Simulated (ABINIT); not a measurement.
Runs of ABINIT 10.8.3 (patched build) on WC (Qusongite). The structure is hexagonal, space group P-6m2 (No. 187). Conventional cell: a = 2.907 Å, b = 2.907 Å, c = 2.837 Å, α = 90.00°, β = 90.00°, γ = 120.00°. Around W (site symmetry -6m2) lie 6 C at 2.20 Å. C (site symmetry -6m2) is surrounded by 6 W at 2.20 Å. 

```tsv
task	level	potentials or basis	cell	cutoff (eV)	cell freedom (optcell)	cutoff smearing ecutsm (Ha)	optimiser (ionmov)	force stop (Ha/bohr)	fine-grid cutoff	gap on the mesh (eV)	pressure (GPa)	V0 of scaled cells (Å³/atom)	B0 (GPa)
relaxation of cell and atoms	WC	JTH PAW PBE v2.0	relaxed	517	1	0.5	2	5e-05	1034.03 eV	none	0.0	-	-
equation of state	AM05	JTH PAW PBE v2.0	as given	517	-	-	-	-	1034.03 eV	-	-	10.26	417
band structure	LDA	PseudoDojo NC SR LDA v0.4.1 standard	as given	1116	-	-	-	-	-	none	-10.5	-	-
equation of state	LDA	JTH PAW LDA v2.0	as given	707	-	-	-	-	1306.15 eV	-	-	(b)	427
equation of state	HCTH407	JTH PAW PBE v2.0	as given	517	-	-	-	-	1034.03 eV	-	-	10.15	(a)
```

Alike in all rows: no spin polarisation; k mesh 10 × 10 × 9; smearing fermi-dirac 0.05 eV.

Task: Estimate the missing entries.

Result: (a) 405; (b) 10.13.

Caveats: the PAW data sets were made with another functional, which shifts forces and pressure a little (some runs); pressures at fixed basis lie under the slope of the energies (some runs); the cell was scaled at fixed shape and fractional positions, which overstates the stiffness of a crystal with free parameters, most of all of layers and chains (some runs); spin-orbit coupling is left out, which moves the levels of the heavy elements (some runs).

A k mesh can miss the band edges, and the runs leave out spin-orbit coupling on W.

A gap of «none» marks a metal or a gap under the smearing width.

Runs at the PBE level aren't shown here.
